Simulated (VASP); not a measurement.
# Ga2O3 (C2/m) in VASP: notebook

Runs on Ga2O3. Level: PBE. Tasks: single point.

Program: VASP 6.6.1. These are calculated values, not measurements. Logs are shortened: lines on timing, memory, paths and dates and some standing lists are left out, and cuts for length are marked.

### 1 The structure

Symmetry: C2/m, No. 12, monoclinic system. The conventional cell has a = 12.214 Å, b = 3.037 Å, c = 5.798 Å, α = 90.00°, β = 103.83°, γ = 90.00°. Ga (site symmetry m) is surrounded by 6 O at 1.94 to 2.07 Å. Around Ga (site symmetry m) lie 4 O at 1.83 to 1.86 Å. O (site symmetry m) has 3 Ga at 1.83 to 1.94 Å as nearest neighbours. O (site symmetry m) is surrounded by 4 Ga at 1.86 to 2.07 Å. Around O (site symmetry m) lie 3 Ga at 1.83 to 1.94 Å.

### 2 Single point, PBE

INCAR reads:

```
PREC = Accurate
ENCUT = 900
EDIFF = 1E-8
ISMEAR = 0
SIGMA = 0.05
LREAL = F
LASPH = T
NELM = 100
ALGO = Normal
ISIF = 2
LWAVE = F
LCHARG = F
GGA = PE
ADDGRID = F
```

KPOINTS reads:

```
Automatic mesh
0
Gamma
  9 9 5
```

POSCAR reads:

```
Ga2O3
1.0
    6.1070000000     -1.5185500000      0.0000000000
    6.1070000000      1.5185500000      0.0000000000
   -1.3859888959      0.0000000000      5.6300087380
Ga O
4 6
Direct
    0.3413400000      0.3413400000      0.6859800000
    0.6586600000      0.6586600000      0.3140200000
    0.9095000000      0.9095000000      0.2054000000
    0.0905000000      0.0905000000      0.7946000000
    0.5041000000      0.5041000000      0.7434000000
    0.4959000000      0.4959000000      0.2566000000
    0.8267000000      0.8267000000      0.4368000000
    0.1733000000      0.1733000000      0.5632000000
    0.8355000000      0.8355000000      0.8902000000
    0.1645000000      0.1645000000      0.1098000000
```

Potentials or basis: VASP PAW PBE potentials, release 64 (Ga_d, O).

Command:

```bash
> cat potpaw_PBE.64/Ga_d/POTCAR potpaw_PBE.64/O/POTCAR > POTCAR
> mpirun -np 1 vasp_std > vasp.out
```

OUTCAR:

```text
PREC = Accurate
   ENCUT = 900
   EDIFF = 1E-8
   ISMEAR = 0
   LREAL = F
   LASPH = T
   NELM = 100
   ISIF = 2
   GGA = PE

 ion  position               nearest neighbor table
   1  0.341  0.341  0.686-   5 1.94   9 1.94   9 1.94   8 2.01   7 2.07   7 2.07
   2  0.659  0.659  0.314-   6 1.94  10 1.94  10 1.94   7 2.01   8 2.07   8 2.07
   3  0.910  0.910  0.205-   6 1.83   6 1.83   9 1.83   7 1.86
   4  0.090  0.090  0.795-   5 1.83   5 1.83  10 1.83   8 1.86
   5  0.504  0.504  0.743-   4 1.83   4 1.83   1 1.94
   6  0.496  0.496  0.257-   3 1.83   3 1.83   2 1.94
   7  0.827  0.827  0.437-   3 1.86   2 2.01   1 2.07   1 2.07
   8  0.173  0.173  0.563-   4 1.86   1 2.01   2 2.07   2 2.07
   9  0.836  0.836  0.890-   3 1.83   1 1.94   1 1.94
  10  0.164  0.164  0.110-   4 1.83   2 1.94   2 1.94

  LATTYP: Found a base centered monoclinic cell.
 ALAT       =    12.2140000000
 B/A-ratio  =     0.2486572785
 C/A-ratio  =     0.4747093499
 COS(beta)  =    -0.2390419096

  Lattice vectors:

 A1 = (   6.1070000000,  -1.5185500000,   0.0000000000)
 A2 = (   6.1070000000,   1.5185500000,   0.0000000000)
 A3 = (  -1.3859888959,   0.0000000000,   5.6300087380)

Analysis of symmetry for initial positions (statically):
=====================================================================
 Subroutine PRICEL returns:
 Original cell was already a primitive cell.

 Routine SETGRP: Setting up the symmetry group for a
 base centered monoclinic supercell.

 Subroutine GETGRP returns: Found  4 space group operations
 (whereof  4 operations were pure point group operations)
 out of a pool of  4 trial point group operations.

The static configuration has the point symmetry C_2h.

Analysis of symmetry for dynamics (positions and initial velocities):
=====================================================================
 Subroutine PRICEL returns:
 Original cell was already a primitive cell.

 Routine SETGRP: Setting up the symmetry group for a
 base centered monoclinic supercell.

 Subroutine GETGRP returns: Found  4 space group operations
 (whereof  4 operations were pure point group operations)
 out of a pool of  4 trial point group operations.

The dynamic configuration has the point symmetry C_2h.

 Subroutine INISYM returns: Found  4 space group operations
 (whereof  4 operations are pure point group operations),
 and found     1 'primitive' translations
[... 118 lines left out ...]
   ISYM   =      2    0-nonsym 1-usesym 2-fastsym
   POTIM  = 0.5000    time-step for ionic-motion
   TEBEG  =    0.0;   TEEND  =   0.0 temperature during run
   PSTRESS=    0.0 pullay stress
   NELECT =      88.0000    total number of electrons
   NUPDOWN=      -1.0000    fix difference up-down
   EMIN   =  10.00;   EMAX   =-10.00  energy-range for DOS
   EFERMI =   0.00;   METHOD = LEGACY
   ISMEAR =     0;   SIGMA  =   0.05  broadening in eV -4-tet -1-fermi 0-gaus
   EFERMI_NEDOS =   21; number of points for ismear=-14 and -15
   IALGO  =     38    algorithm
   IMIX   =      4    mixing-type and parameters
     AMIX     =   0.40;   BMIX     =  1.00
     AMIX_MAG =   1.60;   BMIX_MAG =  1.00
  volume/ion in A,a.u.               =      10.44        70.47
  Fermi-wavevector in a.u.,A,eV,Ry     =   1.546335  2.922150 32.533613  2.391153
  Thomas-Fermi vector in A             =   2.651586
   LORBIT       =      0    0 simple, 1 ext, 2 COOP (PROOUT), +10 PAW based schemes
   GGA     = PE    functional components
   LHFCALC =     F    Hartree Fock is set to
   AEXX    =    0.0000 exact exchange contribution
   IVDW    =     0    specifies the selected vdW correction
   LEPSILON=     F    determine dielectric tensor
   LRPA    =     F    only Hartree local field effects (RPA)
 non-spin polarized calculation
 Gauss-broadening in eV      SIGMA  =   0.05
  energy-cutoff  :      900.00
  volume of cell :      104.42
 maximum number of plane-waves:      6436
 NGX is ok and might be reduce to    64
   NGX = 31   NGY = 31   NGZ = 29

 number of electron      88.0000003 magnetization

 Free energy of the ion-electron system (eV)
  ---------------------------------------------------
  ext. energy  EPLUGINS =         0.00000000
  ---------------------------------------------------
  free energy    TOTEN  =       -59.55109753 eV

  energy without entropy =      -59.55109753  energy(sigma->0) =      -59.55109753

 E-fermi :   4.1893     XC(G=0): -11.6428

 val. band max:        3.8915832028   @ k =  -0.4444   0.4444   0.4000
 cond. band min:       6.3183324866   @ k =   0.0000   0.0000   0.0000
 fundamental gap:      2.4267492838
 Fermi energy:         4.1893424224

 k-point     1 :       0.0000    0.0000    0.0000
  band No.  band energies     occupation
      1     -15.0586      2.00000
      2     -13.8919      2.00000
      3     -13.8578      2.00000
      4     -13.7356      2.00000
      5     -13.2631      2.00000
      6     -13.2482      2.00000
[... 1309 lines left out ...]
     51      13.1504      0.00000
     52      13.5224      0.00000

 [... further k-points ...]

------------------------ aborting loop because EDIFF is reached ----------------------------------------

  FORCE on cell =-STRESS in cart. coord.  units (eV):
  Direction    XX          YY          ZZ          XY          YZ          ZX
  --------------------------------------------------------------------------------------
  -------------------------------------------------------------------------------------
  Total        6.5326473      7.1877606      6.3480981      0.0000000      0.0000000      0.1101121
  in kB      100.2313812    110.2828820     97.3998156      0.0000000      0.0000000      1.6894656
  external PRESSURE =     102.6380263 kB  Pullay stress =       0.0000000 kB

 VOLUME and BASIS-vectors are now :
 -----------------------------------------------------------------------------
  energy-cutoff  :      900.00
  volume of cell :      104.42
      direct lattice vectors                 reciprocal lattice vectors
     6.107000000 -1.518550000  0.000000000     0.081873260 -0.329261467  0.020155462
     6.107000000  1.518550000  0.000000000     0.081873260  0.329261467  0.020155462
    -1.385988896  0.000000000  5.630008738     0.000000000  0.000000000  0.177619618

 POSITION                                       TOTAL-FORCE (eV/Angst)
 -----------------------------------------------------------------------------------
      3.21837      0.00000      3.86207         0.032604      0.000000     -0.057908
      7.60965      0.00000      1.76794        -0.032604      0.000000      0.057908
     10.82395      0.00000      1.15640        -0.107386      0.000000     -0.068592
      0.00406      0.00000      4.47360         0.107386      0.000000      0.068592
      5.12673      0.00000      4.18535        -0.160175      0.000000     -0.054888
      5.70128      0.00000      1.44466         0.160175      0.000000      0.054888
      9.49191      0.00000      2.45919         0.034219      0.000000      0.046822
      1.33610      0.00000      3.17082        -0.034219      0.000000     -0.046822
      8.97099      0.00000      5.01183        -0.219676      0.000000      0.101706
      1.85702      0.00000      0.61817         0.219676      0.000000     -0.101706
 -----------------------------------------------------------------------------------
    total drift:                                0.000000     -0.000000     -0.000000

  FREE ENERGIE OF THE ION-ELECTRON SYSTEM (eV)
  ---------------------------------------------------
  free  energy   TOTEN  =       -59.5510975271 eV

  energy  without entropy=      -59.5510975271  energy(sigma->0) =      -59.55109753
```

stdout:

```text
POSCAR found type information on POSCAR GaO
 POSCAR found :  2 types and      10 ions
 scaLAPACK will be used
 LDA part: xc-table for (Slater+PW92), standard interpolation
 POSCAR, INCAR and KPOINTS ok, starting setup
 FFT: planning ... GRIDC
 FFT: planning ... GRID_SOFT
 FFT: planning ... GRID
 WAVECAR not read
 entering main loop
```

Wall time 32 min (1 thread of AMD EPYC 9R45 (Zen 5), shared host); peak memory 1.2 GiB.

What came out:

```
Free energy            : -59.5511 eV
Pressure               : 10.3 GPa
Largest force          : 0.242 eV/Å
Band gap on the k mesh : 2.43 eV, indirect (least direct gap 2.45 eV)
```

Forces on the atoms (eV/Å):
```
Ga   0.033  0.000 -0.058
Ga  -0.033  0.000  0.058
Ga  -0.107  0.000 -0.069
Ga   0.107  0.000  0.069
O   -0.160  0.000 -0.055
O    0.160  0.000  0.055
O    0.034  0.000  0.047
O   -0.034  0.000 -0.047
O   -0.220  0.000  0.102
O    0.220  0.000 -0.102
```

Levels at points of the mesh, in eV from the valence-band top:
```csv
k point,band 41,band 42,band 43,band 44,band 45,band 46,band 47,band 48
"(0.00, 0.00, 0.00)",-0.66,-0.47,-0.28,-0.02,2.43,5.73,6.76,6.79
```

Caveat: an odd mesh through Γ misses points on the zone boundary, where band edges often lie.

### 3 Single point, PBE

INCAR: that of step 2 with these lines changed.

```diff
@@ -1,4 +1,4 @@
 PREC = Accurate
-ENCUT = 900
-EDIFF = 1E-8
+ENCUT = 520
+EDIFF = 1E-7
 ISMEAR = 0
```

KPOINTS reads:

```
Automatic mesh
0
Gamma
  8 8 4
```

POSCAR is that of step 2.

Potentials or basis: VASP PAW PBE potentials, release 64 (Ga_d, O).

Command:

```bash
> cat potpaw_PBE.64/Ga_d/POTCAR potpaw_PBE.64/O/POTCAR > POTCAR
> mpirun -np 1 vasp_std > vasp.out
```

OUTCAR:

```text
PREC = Accurate
   ENCUT = 520
   EDIFF = 1E-7
   ISMEAR = 0
   LREAL = F
   LASPH = T
   NELM = 100
   ISIF = 2
   GGA = PE

 Found     78 irreducible k-points:

 Following reciprocal coordinates:
            Coordinates               Weight
  0.000000  0.000000  0.000000      1.000000
  0.125000  0.000000  0.000000      4.000000
  0.250000  0.000000  0.000000      4.000000
  0.375000  0.000000  0.000000      4.000000
  0.500000  0.000000  0.000000      2.000000
  0.125000  0.125000  0.000000      2.000000
[... 414 lines left out ...]
  external PRESSURE =     101.8997088 kB  Pullay stress =       0.0000000 kB

 VOLUME and BASIS-vectors are now :
 -----------------------------------------------------------------------------
  energy-cutoff  :      520.00
  volume of cell :      104.42
      direct lattice vectors                 reciprocal lattice vectors
     6.107000000 -1.518550000  0.000000000     0.081873260 -0.329261467  0.020155462
     6.107000000  1.518550000  0.000000000     0.081873260  0.329261467  0.020155462
    -1.385988896  0.000000000  5.630008738     0.000000000  0.000000000  0.177619618

 POSITION                                       TOTAL-FORCE (eV/Angst)
 -----------------------------------------------------------------------------------
      3.21837      0.00000      3.86207         0.032567      0.000000     -0.058804
      7.60965      0.00000      1.76794        -0.032567      0.000000      0.058804
     10.82395      0.00000      1.15640        -0.108896      0.000000     -0.068955
      0.00406      0.00000      4.47360         0.108896      0.000000      0.068955
      5.12673      0.00000      4.18535        -0.164169      0.000000     -0.056550
      5.70128      0.00000      1.44466         0.164169      0.000000      0.056550
      9.49191      0.00000      2.45919         0.032374      0.000000      0.048426
      1.33610      0.00000      3.17082        -0.032374      0.000000     -0.048426
      8.97099      0.00000      5.01183        -0.223367      0.000000      0.099723
      1.85702      0.00000      0.61817         0.223367      0.000000     -0.099723
 -----------------------------------------------------------------------------------
    total drift:                                0.000000      0.000000      0.000000

  FREE ENERGIE OF THE ION-ELECTRON SYSTEM (eV)
  ---------------------------------------------------
  free  energy   TOTEN  =       -59.5042312190 eV

  energy  without entropy=      -59.5042312190  energy(sigma->0) =      -59.50423122
```

Run time: 8 min. Hardware: 1 thread of AMD EPYC 9R45 (Zen 5), shared host; peak memory 0.49 GiB.

The run converged, but some of its settings lie outside the range that counts as converged, so its numbers aren't taken as properties of the crystal.

Results:

```yaml
Free_energy: -59.5042 eV
Pressure: 10.2 GPa
Largest_force: 0.245 eV/Å
Band_gap_on_the_k_mesh: 2.42 eV, indirect (least direct gap 2.44 eV)
```
